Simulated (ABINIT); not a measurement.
Runs of ABINIT 10.8.3 (patched build) on ZnS. It takes space group F-43m (No. 216, cubic). The conventional cell has a = 5.404 Å, b = 5.404 Å, c = 5.404 Å, α = 90.00°, β = 90.00°, γ = 90.00°. Around Zn (site symmetry -43m) lie 4 S at 2.34 Å. S (site symmetry -43m) is surrounded by 4 Zn at 2.34 Å. 

| task | level | potentials or basis | k mesh | cutoff (eV) | fine-grid cutoff | mesh quality | gap on the mesh (eV) | pressure (GPa) |
| --- | --- | --- | --- | --- | --- | --- | --- | --- |
| band structure | LDA | PseudoDojo NC SR LDA v0.4 stringent | 9 × 9 × 9 | 980 | - | not flagged | 1.86 | -6.4 |
| band structure | BP86 | JTH PAW PBE v2.0 | 9 × 9 × 9 | 544 | 1088.46 eV | not flagged | (b) | - |
| single point | LDA | JTH PAW LDA v2.0 | 7 × 7 × 7 | 544 | 1088.46 eV | not flagged | 1.84 | - |
| single point | r2SCAN | JTH PAW PBE v2.0 | 5 × 5 × 5 | 653 | 1251.72 eV | not flagged | 2.64 | -0.5 |
| single point | LDA | JTH PAW LDA v2.0 | 12 × 12 × 12 | 544 | 1088.46 eV | not flagged | 1.84 | - |
| band structure | HLE16 | JTH PAW PBE v2.0 | 9 × 9 × 9 | 544 | 1088.46 eV | not flagged | 3.61 | - |
| single point | r2SCAN | JTH PAW PBE v2.0 | 4 × 4 × 4 | 653 | 1251.72 eV | coarse | 2.63 | (a) |

Alike in all rows: no spin polarisation; cell as given; smearing fermi-dirac 0.05 eV.

Task: Fill in the values left out.

Result: (a) -0.3; (b) 2.04.

Caveats: some runs use coarse meshes; the PAW data sets were made with another functional, which shifts forces and pressure a little (some runs); the potentials were made for a functional far from this one (some runs); the potentials were made for another functional, which shifts forces and pressure (some runs).

A k mesh can miss the band edges.

The runs don't all hold the same shells in valence.
